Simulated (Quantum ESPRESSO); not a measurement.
Na:

```xyz
1
Lattice="-2.1410 2.1410 2.1410 2.1410 -2.1410 2.1410 2.1410 2.1410 -2.1410" Properties=species:S:1:pos:R:3 pbc="T T T"
Na    0.0000    0.0000    0.0000
```

* Program: Quantum ESPRESSO 7.5
* Task: relaxation of cell and atoms
* Functional: PBEsol
* Dispersion: D3
* Potentials or basis: PseudoDojo 0.4.1 SR PBE standard
* Cutoff: 1197 eV
* Density cutoff: 4789 eV
* k mesh: 9 × 9 × 9
* Occupations: fermi-dirac, width 0.05 eV
* Spin: no spin polarisation

At the start: pressure -0.7 GPa; volume 39.26 Å³/atom.

**Question.** How do energy, volume and symmetry change on relaxing?

**Answer.** Over 7 steps the energy falls by 7.7 meV/atom and the volume is 35.98 Å³/atom (-8.3 %); space group Im-3m (No. 229, to 0.05 Å).

Step by step:
| step | energy change (eV) | largest force (eV/Å) | pressure (GPa) | volume (Å³) |
| --- | --- | --- | --- | --- |
| 1 | 0.0000 | 0.0000 | -0.67 | 39.26 |
| 2 | -0.0008 | 0.0000 | -0.64 | 39.06 |
| 3 | -0.0022 | 0.0000 | -0.58 | 38.69 |
| 4 | -0.0040 | 0.0000 | -0.49 | 38.16 |
| 5 | -0.0057 | 0.0000 | -0.37 | 37.50 |
| 6 | -0.0071 | 0.0000 | -0.22 | 36.76 |
| 7 | -0.0077 | 0.0000 | -0.05 | 35.98 |

Final structure:
```
Na
1.0
    -2.07978    2.07978    2.07978
     2.07978   -2.07978    2.07978
     2.07978    2.07978   -2.07978
Na
1
Cartesian
  0.0000 0.0000 0.0000
```

Caveat: the potentials were made for another functional, which shifts forces and pressure; pairwise dispersion overbinds metals, which lowers pressure and volume.
